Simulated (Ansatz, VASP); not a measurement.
## Two plane-wave programs on BP

Contents of INCAR:

```
SYSTEM = BP
  PREC = Accurate
  ENCUT = 520
  EDIFF = 1E-6
  ISMEAR = 0
  SIGMA = 0.05
  LREAL = .False.
  LASPH = .True.
  NELM = 60
  ALGO = Normal
  ISIF = 2
  LWAVE = .False.
  LCHARG = .True.
  GGA = PE
  LELF = .True.
  LVHAR = .True.
  NBANDS = 11
```

The input KPOINTS:

```
Automatic mesh
0
Gamma
  10 10 10
  0 0 0
```

File POSCAR:

```
BP
1.0
    0.0000000000      2.3423764231      2.2400395891
    2.3423764231      0.0000000000      2.2400395891
    2.3423764231      2.3423764231      0.0000000000
B P
1 1
Direct
    0.0000000000      0.0000000000      0.0000000000
    0.7500000000      0.7500000000      0.7500000000
```

Input for Ansatz:

```yaml
crystal:
  lattice:
    - [0.0, 2.3423764231, 2.2400395891]
    - [2.3423764231, 0.0, 2.2400395891]
    - [2.3423764231, 2.3423764231, 0.0]
  atoms:
    - { symbol: B, position: [0.0, 0.0, 0.0] }
    - { symbol: P, position: [0.75, 0.75, 0.75] }
basis:
  ecutwfc: 420
kpoints:
  mp_grid: { grid: [10, 10, 10] }
hamiltonian:
  xc: pbe
scf:
  occupations: { method: gaussian, width: 0.05 }
output:
  forces: true
  stress: true
  eigenvalues: true
```

Change from the starting cell: strain +0.030 along x and y, -0.015 along z, atoms carried along.

Alike in both runs: task single point; functional PBE; k mesh 10 × 10 × 10; occupations gaussian, width 0.05 eV; no spin polarisation.

```csv
,VASP,Ansatz
version,VASP 6.6.1,Ansatz 0.2.0
potentials or method,"VASP PAW PBE potentials, release 64 (B, P)","scalar-relativistic, plane waves, PAW"
plane-wave cutoff (eV),520,420
valence electrons in the cell,8,8
```

VASP gave:

```
gap on the k mesh at the Fermi level (eV)       : 0.66
least direct gap on the mesh (eV)               : 2.90
pressure (GPa)                                  : -6.8
largest component of the traceless stress (GPa) : 7.19
```

**Question.** What did Ansatz give for the same quantities?

**Answer.** gap on the k mesh at the Fermi level (eV): 0.67; least direct gap on the mesh (eV): 2.90; pressure (GPa): -6.6; largest component of the traceless stress (GPa): 7.18.

A k mesh can miss the band edges.
